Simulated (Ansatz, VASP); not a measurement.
# ZrB2 in VASP and in Ansatz

```
CELL_PARAMETERS angstrom
3.17164 0.00000 0.00000
-1.58582 2.74672 0.00000
0.00000 0.00000 3.54189
ATOMIC_POSITIONS crystal
Zr 0.00000 0.00000 0.00000
B 0.33333 0.66667 0.50000
B 0.66667 0.33333 0.50000
```

Alike in both runs: functional PBE; k mesh 15 × 15 × 12; occupations fermi-dirac, width 0.15 eV; no spin polarisation.

Ansatz relaxed the structure, and its values are those at the end. VASP's run is a single point on that final structure, the one shown.

|  | VASP | Ansatz |
| --- | --- | --- |
| version | VASP 6.6.1 | Ansatz 0.2.0 |
| potentials or method | VASP PAW PBE potentials, release 64 (Zr_sv, B) | scalar-relativistic, plane waves, PAW |
| plane-wave cutoff (eV) | 520 | 420 |
| valence electrons in the cell | 18 | 18 |

```tsv
	VASP	Ansatz	Ansatz less VASP
gap on the k mesh at the Fermi level (eV)	none	none	-
pressure (GPa)	0.1	0.0	-0.13
```

A gap of «none» marks a metal or a gap that the smearing closes. With one functional, cell and mesh, what is left measures potentials, basis and numerics.
